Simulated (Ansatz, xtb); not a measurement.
## Ranking isomers of C5H5N

4 gas-phase structures of C5H5N, from a drawn sample of its isomers (lower ones may exist). Each was relaxed with GFN2-xTB:

A. `CCC#CC#N`, a singlet
B. `c1ccncc1`, a singlet
C. `C=CC(=C)C#N`, a singlet
D. `N=C1C=CC=C1`, a singlet

Problem. Make a reasoned guess at their ranking by r2SCAN-D4/def2-SVP single-point energy.

Solution. Calculated order at r2SCAN-D4/def2-SVP: B (0.000), D (1.510), C (1.681), A (2.144) eV.

Energies above the lowest of each column, in eV; the last columns are at PBE-D3(BJ)/def2-SVP geometries and were run for some of them only (a dash: not run or not comparable):

| structure | GFN2-xTB | HF/STO-3G | r2SCAN-D4/def2-SVP | PBE-D3(BJ)/def2-SVP | CCSD(T)/def2-SVP + ΔMP2/def2-TZVPP |
| --- | --- | --- | --- | --- | --- |
| B | 0.000 | 0.000 | 0.000 | 0.000 | 0.000 |
| D | 1.621 | 1.828 | 1.510 | 1.428 | 1.230 |
| C | 2.148 | 1.859 | 1.681 | 1.639 | 1.157 |
| A | 2.171 | 1.521 | 2.144 | – | – |

Every level run on B puts it lowest or level with the lowest. CCSD(T)/def2-SVP + ΔMP2/def2-TZVPP orders those it was run on as B (0.000), C (1.157), D (1.230) eV. Flexible structures stand in one conformer each, not always the lowest. Frequencies (PBE-D3(BJ)/def2-SVP) were run for B, C, D alone. ΔMP2 is the change of the MP2 energy from the smaller to the larger basis.

Over these structures GFN2-xTB departs from r2SCAN-D4/def2-SVP by 0.158 eV on average once a common shift is removed. A GFN2-xTB relaxation took about 0.054 s and the r2SCAN-D4/def2-SVP energy about 2 s on a shared host (Ansatz 0.2.0, xtb 6.7.1).
